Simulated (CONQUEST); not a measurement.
Re under changes of volume

One of the cells (14.714 Å³/atom); the others are scaled copies at fixed shape and fractional positions:

```
CELL_PARAMETERS angstrom
2.76080 0.00000 0.00000
0.00000 4.45820 0.00000
0.00000 0.00000 4.78185
ATOMIC_POSITIONS crystal
Re 0.00000 0.75000 0.33333
Re 0.50000 0.75000 0.83333
Re 0.00000 0.25000 0.66667
Re 0.50000 0.25000 0.16667
```

```yaml
Program: CONQUEST 1.3
Functional: PBE
Potentials_or_basis: PseudoDojo NC PBE, DZP, grid of 32 × 48 × 48 points
k_mesh: 10 × 6 × 6
Occupations: fermi-dirac, width 0.05 eV
Spin: no spin polarisation
```

| volume (Å³/atom) | energy over the lowest point (meV/atom) | pressure (GPa) | largest force (eV/Å) |
| --- | --- | --- | --- |
| 13.831 | 145.82 | 39.9 | 0.001 |
| 14.125 | ? | ? | ? |
| 14.420 | 38.58 | 19.1 | 0.008 |
| 14.714 | 11.74 | 10.5 | 0.010 |
| 15.008 | 0.00 | 2.5 | 0.014 |
| 15.303 | 1.90 | -4.5 | 0.013 |
| 15.597 | 15.91 | -10.7 | 0.007 |

Q: What does the run at 14.125 Å³/atom give?

A: Energy over the lowest point 82.64 meV/atom; pressure 29.1 GPa; largest force 0.004 eV/Å.

Worked out: A Birch-Murnaghan fit of order 3 (a polynomial in V^(-2/3)) to the other rows has its minimum at 15.11 Å³/atom with B0 = V·E''(V) = 364 GPa and B' = 4.9 at fixed shape and positions, which overstates the stiffness. It gives 82.71 meV/atom at 14.125 Å³/atom, against the run's 82.64, and -dE/dV = 29.0 GPa, against 29.1.

Energies are extrapolated to zero smearing.

Caveats: the basis of atomic orbitals isn't converged, which shifts pressures, moduli and gaps.
